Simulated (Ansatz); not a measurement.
# TiSi2: the cost of one run

Method: DFT PBEsol, scalar-relativistic, in Ansatz 0.2.0.

## 1. The structure to begin with

The structure is orthorhombic, space group Fddd (No. 70). The conventional cell has a = 4.773 Å, b = 8.236 Å, c = 8.523 Å, α = 90.00°, β = 90.00°, γ = 90.00°. Ti (site symmetry 222) is surrounded by 10 Si at 2.54 to 2.75 Å. Si (site symmetry 2) has 5 Ti at 2.54 to 2.75 Å and 5 Si at 2.54 to 2.75 Å as nearest neighbours.

Coordinates:

```xyz
6
Lattice="0.0000 4.1180 4.2615 2.3865 0.0000 4.2615 2.3865 4.1180 0.0000" Properties=species:S:1:pos:R:3 pbc="T T T"
Ti    3.5798    6.1770    6.3922
Ti    2.3865    4.1180    4.2615
Si    1.1933    0.6836    2.1307
Si    1.1933    3.4344    2.1307
Si    2.3865    1.3754    4.2615
Si    2.3865    6.8606    4.2615
```

Atoms are numbered in the order of the input: Ti1, Ti2, Si3, Si4, Si5, Si6.

## 2. After the deformation

Space group Fddd before, P-1 after.

## 3. Full-potential LAPW

Input file input.yaml:

```yaml
crystal:
  lattice:
    - [0.083795, 4.160615, 4.30268]
    - [2.429115, 0.06648, 4.285365]
    - [2.42768, 4.141865, 0.065045]
  atoms:
    - { symbol: Ti, position: [0.75, 0.75, 0.75] }
    - { symbol: Ti, position: [0.5, 0.5, 0.5] }
    - { symbol: Si, position: [0.083, 0.417, 0.083] }
    - { symbol: Si, position: [0.417, 0.083, 0.417] }
    - { symbol: Si, position: [0.167, 0.833, 0.167] }
    - { symbol: Si, position: [0.833, 0.167, 0.833] }
kpoints:
  mp_grid: { grid: [8, 8, 8] }
  band_path:
    path:
      - [0.0, 0.0, 0.0]
      - [0.5, 0.5, 0.0]
      - [0.5, 0.0, 0.5]
      - [0.0, 0.0, 0.0]
      - [-0.5, -0.5, -0.5]
      - [0.5, 0.0, 0.0]
      - [0.0, 0.0, 0.0]
      - [0.0, -0.5, 0.0]
      - [0.0, 0.0, -0.5]
    npoints: 5
scf:
  occupations: { method: fermi_dirac, width: 0.08 }
hamiltonian:
  xc: pbesol
  pseudopotentials: { kind: all_electron, lapw: { basis_error: 0.0005 } }
output:
  forces: true
  stress: true
  eigenvalues: true
```

Started as:

```sh
$ ansatz run input.yaml --threads 2 --pin off --max-ram 8192MiB --backend cpu --events-out ev --progress --plain --runs-dir out
```

**Question.** How long does this run take on 2 threads of Arm Neoverse V1, shared host, and how much memory does it need?

About 2.7 min, with a peak of 1.9 GiB.
